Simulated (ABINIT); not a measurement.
The system is SiC.

```
Si C
1.0
     3.07569    0.00000    0.00000
    -1.53785    2.66363    0.00000
     0.00000    0.00000   10.07065
Si C
4 4
Direct
  0.00000 0.00000 0.18789
  0.00000 0.00000 0.68789
  0.33333 0.66667 0.43784
  0.66667 0.33333 0.93784
  0.00000 0.00000 0.00046
  0.00000 0.00000 0.50046
  0.33333 0.66667 0.24980
  0.66667 0.33333 0.74980
```

The cell is a database's computed one.

Base run:

| Quantity | Value |
| --- | --- |
| Program | ABINIT 10.8.3 (patched build) |
| Functional | LDA-Teter |
| Potentials or basis | JTH PAW LDA v2.0 |
| Cutoff | 544 eV |
| k mesh | 10 × 10 × 3 |
| Occupations | fermi-dirac, width 0.05 eV |
| Spin | no spin polarisation |

Its results: band gap on the k mesh 2.18 eV, indirect (least direct gap 3.32 eV); pressure -3.9 GPa; largest force 0.006 eV/Å.

Task: The run is repeated on the same cell with these changes: functional from LDA-Teter to RPBE; potentials or basis from JTH PAW LDA v2.0 to JTH PAW PBE v2.0. What comes out?

Result: Band gap on the k mesh 2.25 eV, indirect (least direct gap 3.39 eV); pressure 6.3 GPa; largest force 0.008 eV/Å.

Caveats: the PAW data sets were made with another functional, which shifts forces and pressure a little (some runs).
